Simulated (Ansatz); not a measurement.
Predict the output of the script below (Ansatz 0.2.0 through its Python package).

`mgf2.yaml`
```yaml
crystal:
  lattice:
    - [4.625, 0.0, 0.0]
    - [0.0, 4.625, 0.0]
    - [0.0, 0.0, 3.052]
  atoms:
    - { symbol: Mg, position: [0.0, 0.0, 0.0] }
    - { symbol: Mg, position: [0.5, 0.5, 0.5] }
    - { symbol: F, position: [0.303, 0.303, 0.0] }
    - { symbol: F, position: [0.197, 0.803, 0.5] }
    - { symbol: F, position: [0.697, 0.697, 0.0] }
    - { symbol: F, position: [0.803, 0.197, 0.5] }
kpoints:
  mp_grid: { kspacing: 0.4 }
hamiltonian:
  xc: pbesol
scf:
  occupations: { method: fixed }
output:
  forces: true
  stress: true
accuracy: low
basis:
  ecutwfc: "44.1 Ry"
elastic:
  mode: relaxed_ion
```

`convert_mgf2.py`:
```python
"""Turn an input file for MgF2 into a chain of calls."""

import ansatz

base = ansatz.Calculation.from_yaml("mgf2.yaml")
print(base.to_python())
```

```console
$ python convert_mgf2.py
(
    az.Lattice.of(((4.625, 0.0, 0.0), (0.0, 4.625, 0.0), (0.0, 0.0, 3.052)))
    .atom("Mg", (0.0, 0.0, 0.0))
    .atom("Mg", (0.5, 0.5, 0.5))
    .atom("F", (0.303, 0.303, 0.0))
    .atom("F", (0.197, 0.803, 0.5))
    .atom("F", (0.697, 0.697, 0.0))
    .atom("F", (0.803, 0.197, 0.5))
    .calculation()
    .accuracy("low")
    .basis(cutoff=600.0110667240353)
    .kpoints(spacing=0.4)
    .functional("pbesol")
    .occupations(method="fixed")
    .elastic(mode="relaxed_ion")
    .forces()
    .stress()
)
```

The input is only written out: it wasn't run, and its settings aren't tested.
